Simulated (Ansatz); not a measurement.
## What a change of settings does to a run on MgSe

The cell is COD entry 9008673, as deposited and not checked against the literature; nothing was relaxed. It is an old determination, and later ones may differ.

First run: DFT, PBE, all-electron PAW with datasets made for the crystal, scalar-relativistic (Ansatz 0.2.0).

Command: `ansatz run input.yaml --threads 1 --pin off --max-ram 2048MiB --backend cpu --events-out ev --progress --plain --runs-dir out` The run took 5 s on 1 thread of Arm Neoverse V1, with other jobs on the host.

```yaml
crystal:
  lattice:
    - [0.0, 2.7255, 2.7255]
    - [2.7255, 0.0, 2.7255]
    - [2.7255, 2.7255, 0.0]
  atoms:
    - { symbol: Mg, position: [0.0, 0.0, 0.0] }
    - { symbol: Se, position: [0.5, 0.5, 0.5] }
kpoints:
  mp_grid: { grid: [8, 8, 8] }
  band_path:
    path:
      - [0.0, 0.0, 0.0]
      - [0.5, 0.0, 0.5]
      - [0.625, 0.25, 0.625]
      - [0.375, 0.375, 0.75]
      - [0.0, 0.0, 0.0]
      - [0.5, 0.5, 0.5]
      - [0.5, 0.25, 0.75]
      - [0.5, 0.0, 0.5]
    npoints: 8
scf:
  occupations: { method: fermi_dirac, width: 0.02 }
hamiltonian:
  xc: pbe
  pseudopotentials: { kind: all_electron, datasets: crystal }
output:
  forces: true
  stress: true
  eigenvalues: true
  efg: { contact_densities: true }
```

Result: converged; pressure 2.02 GPa; gap on the k mesh 1.82 eV; 7 SCF iterations.

The input is then changed:

```diff
@@ -21,7 +21,7 @@
     npoints: 8
 scf:
-  occupations: { method: fermi_dirac, width: 0.02 }
+  occupations: { method: fermi_dirac, width: 0.3 }
 hamiltonian:
-  xc: pbe
+  xc: revpbe
   pseudopotentials: { kind: all_electron, datasets: crystal }
 output:
@@ -30,3 +30,4 @@
   eigenvalues: true
   efg: { contact_densities: true }
+accuracy: medium
```

(1) What does the second run give?

Results:

(1) It converged; pressure 3.53 GPa; gap on the k mesh 1.94 eV; 6 SCF iterations. Some of these settings are too coarse for converged properties.
